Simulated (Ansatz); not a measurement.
# MgH2: the cost of one run

Computed with Ansatz 0.2.0 (DFT r2SCAN, scalar-relativistic, plane waves, PAW).

### Step 1. The system as given

It takes space group Fm-3m (No. 225, cubic). The conventional cell has a = 4.757 Å, b = 4.757 Å, c = 4.757 Å, α = 90.00°, β = 90.00°, γ = 90.00°. Mg (site symmetry m-3m) is surrounded by 8 H at 2.06 Å. Around H (site symmetry -43m) lie 4 Mg at 2.06 Å.

As a file:

```cif
data_structure
_symmetry_space_group_name_H-M 'P 1'
_symmetry_Int_Tables_number 1
_cell_length_a 3.3640
_cell_length_b 3.3640
_cell_length_c 3.3640
_cell_angle_alpha 120.053
_cell_angle_beta 119.946
_cell_angle_gamma 90.000
_cell_volume 26.92
loop_
_atom_site_label
_atom_site_type_symbol
_atom_site_fract_x
_atom_site_fract_y
_atom_site_fract_z
_atom_site_occupancy
Mg1 Mg 0.50000 0.50000 0.00000 1
H1 H 0.24992 0.74992 0.50000 1
H2 H 0.75008 0.25008 0.50000 1
```

The cell was relaxed beforehand at this level, from a generated guess; it needn't be the stable form of this composition. At a tolerance of 0.05 Å it has space group Fm-3m (No. 225); it has 8.97 Å³/atom, an uncorrected energy of -0.07 eV/atom over the elements and, on its mesh, gap none (metal).

### Step 2. Level of theory: r2SCAN

input.yaml reads:

```yaml
crystal:
  lattice:
    - [-1.6806668331, 1.6833830443, 2.3787362352]
    - [1.6806668331, -1.6833830443, 2.3787362352]
    - [1.6806668331, 1.6833830443, -2.3787362352]
  atoms:
    - { symbol: Mg, position: [0.5, 0.5, 0.0] }
    - { symbol: H, position: [0.2499155372, 0.7499155372, 0.5] }
    - { symbol: H, position: [0.7500844628, 0.2500844628, 0.5] }
basis:
  ecutwfc: 500
kpoints:
  mp_grid: { grid: [20, 20, 20] }
  band_path:
    path:
      - [[0.0, 0.0, 0.0], [0.5, 0.5, -0.5], [0.37479888, 0.62520112, -0.37479888]]
      - [[-0.37479888, 0.37479888, 0.37479888], [0.0, 0.0, 0.0], [0.37520259, -0.37520259, 0.37520259]]
      - [[0.62479741, 0.37520259, -0.37520259], [0.5, 0.5, -0.5]]
      - [[0.0, 0.0, 0.0], [0.0, 0.5, 0.0], [0.25, 0.25, 0.25], [0.5, 0.0, 0.0], [0.0, 0.0, 0.0], [0.0, 0.0, 0.5], [0.25, 0.25, 0.25]]
    npoints: 14
hamiltonian:
  xc: r2scan
scf:
  occupations: { method: gaussian, width: 0.1 }
  n_extra_bands: 7
output:
  forces: true
  stress: true
  eigenvalues: true
  populations: true
  dos: { projected: true, de: 0.02, nscf_kmesh: { grid: [24, 24, 24] } }
  bader: true
  write_density: true
  write_potential: true
  elf: true
  volumetric_format: npy
```

The run is started by

```console
$ ansatz run input.yaml --threads 1 --pin off --max-ram 2560MiB --backend cpu --events-out ev --progress --plain --runs-dir out
```

Q: Estimate wall time and peak memory on 1 thread of Arm Neoverse V1, shared host.

About 1.9 min, with a peak of 0.89 GiB.
